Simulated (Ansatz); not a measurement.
# WS2 (Tungstenite): the cost of one run

Method: DFT PBE, with the methods named in each step, in Ansatz 0.2.0.

1 further run of the same task is left out (it didn't finish).

**1. The starting structure**

The structure is trigonal, space group R3m (No. 160). Conventional cell: a = 3.188 Å, b = 3.188 Å, c = 22.371 Å, α = 90.00°, β = 90.00°, γ = 120.00°. W (site symmetry 3m) has 6 S at 2.42 Å as nearest neighbours. Around S (site symmetry 3m) lie 3 W at 2.42 Å.

Coordinates:

```
W S
1.0
     1.59383    0.92020    7.45716
    -1.59383    0.92020    7.45716
     0.00000   -1.84040    7.45716
W S
1 2
Direct
  0.00068 0.00068 0.00068
  0.26378 0.26378 0.26378
  0.40424 0.40424 0.40424
```

Atoms are numbered in the order of the input: W1, S2, S3.

**2. The relaxed cell, LAPW**

The input, input.yaml:

```yaml
crystal:
  lattice:
    - [1.5938297575, 0.9201980396, 7.4571643862]
    - [-1.5938297575, 0.9201980396, 7.4571643862]
    - [0.0, -1.8403960791, 7.4571643862]
  atoms:
    - { symbol: W, position: [0.0006775661, 0.0006775661, 0.0006775661] }
    - { symbol: S, position: [0.2637845998, 0.2637845998, 0.2637845998] }
    - { symbol: S, position: [0.4042378341, 0.4042378341, 0.4042378341] }
kpoints:
  mp_grid: { grid: [13, 13, 13] }
  band_path:
    path:
      - [0.0, 0.0, 0.0]
      - [-0.5, -0.5, -0.5]
      - [-0.5, -0.1768180193, -0.8231819807]
      - [-0.1768180193, 0.1768180193, -0.5]
      - [0.0, 0.0, -0.5]
      - [0.0, 0.0, 0.0]
      - [0.0, 0.3384090097, -0.3384090097]
      - [-0.3384090097, 0.0, -0.6615909903]
      - [-0.5, 0.0, -0.5]
    npoints: 14
scf:
  occupations: { method: fermi_dirac, width: 0.05 }
hamiltonian:
  xc: pbe
  pseudopotentials: { kind: all_electron, lapw: { basis_error: 0.0005 } }
output:
  forces: true
  stress: true
  eigenvalues: true
  populations: true
  dos: { projected: true, de: 0.2, e_range: [-14, 8] }
```

Run with:

```
ansatz run input.yaml --threads 2 --pin off --max-ram 6144MiB --backend cpu --events-out ev --progress --plain --runs-dir out
```

**Question.** How long does this run take on 2 threads of Intel Xeon Platinum 8375C at 2.90GHz (Ice Lake), shared host, and how much memory does it need?

About 2.5 min, with a peak of 1.3 GiB.
